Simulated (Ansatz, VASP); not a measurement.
Li2S in VASP and in Ansatz

INCAR

```
ALGO = Normal
EDIFF = 1E-6
EDIFFG = -0.01
ENCUT = 600
GGA = PE
IBRION = 2
ISIF = 3
ISMEAR = 0
IVDW = 12
LASPH = T
LCHARG = F
LREAL = F
LWAVE = F
NELM = 60
NSW = 100
PREC = Accurate
SIGMA = 0.02
```

KPOINTS

```
k-points
0
Gamma
  8 8 8
```

POSCAR

```
Li2S
1.0
    0.0000000000      2.8351678800      2.8351678800
    2.8351678800      0.0000000000      2.8351678800
    2.8351678800      2.8351678800      0.0000000000
Li S
2 1
Direct
    0.7500000000      0.7500000000      0.7500000000
    0.2500000000      0.2500000000      0.2500000000
    0.0000000000      0.0000000000      0.0000000000
```

Input for Ansatz:

```yaml
crystal:
  lattice:
    - [0.0, 2.83516788, 2.83516788]
    - [2.83516788, 0.0, 2.83516788]
    - [2.83516788, 2.83516788, 0.0]
  atoms:
    - { symbol: Li, position: [0.75, 0.75, 0.75] }
    - { symbol: Li, position: [0.25, 0.25, 0.25] }
    - { symbol: S, position: [0.0, 0.0, 0.0] }
basis:
  ecutwfc: 420
kpoints:
  mp_grid: { grid: [8, 8, 8] }
hamiltonian:
  xc: pbe
  dispersion: d3bj
scf:
  occupations: { method: gaussian, width: 0.02 }
output:
  forces: true
  stress: true
  eigenvalues: true
relax:
  adjacent_minimum: "off"
  f_tol: 0.01
  max_steps: 80
  cell: { stress_tol: 0.05 }
```

Alike in both runs: task relaxation of cell and atoms; functional PBE; dispersion D3(BJ); k mesh 8 × 8 × 8; occupations gaussian, width 0.02 eV; no spin polarisation.

|  | VASP | Ansatz |
| --- | --- | --- |
| version | VASP 6.6.1 | Ansatz 0.2.0 |
| potentials or method | VASP PAW PBE potentials, release 64 (Li_sv, S) | scalar-relativistic, plane waves, PAW |
| plane-wave cutoff (eV) | 600 | 420 |
| valence electrons in the cell | 12 | 12 |

```csv
,VASP,Ansatz,Ansatz less VASP
"gap on the k mesh at the Fermi level, each at its own relaxed structure (eV)",3.33,3.34,+0.004
relaxed volume (Å³/atom),14.37,14.40,+0.030
relaxed cell length with the largest relative difference (Å),3.935,3.938,+0.0028
energy change over the relaxation (meV/atom),-7,-6,+0.7
```

Caveats: the cutoff is under 1.25 times the usual one of these potentials, so pressure, stress and relaxed cells hold a basis-set (Pulay) error (VASP). A k mesh can miss the band edges.
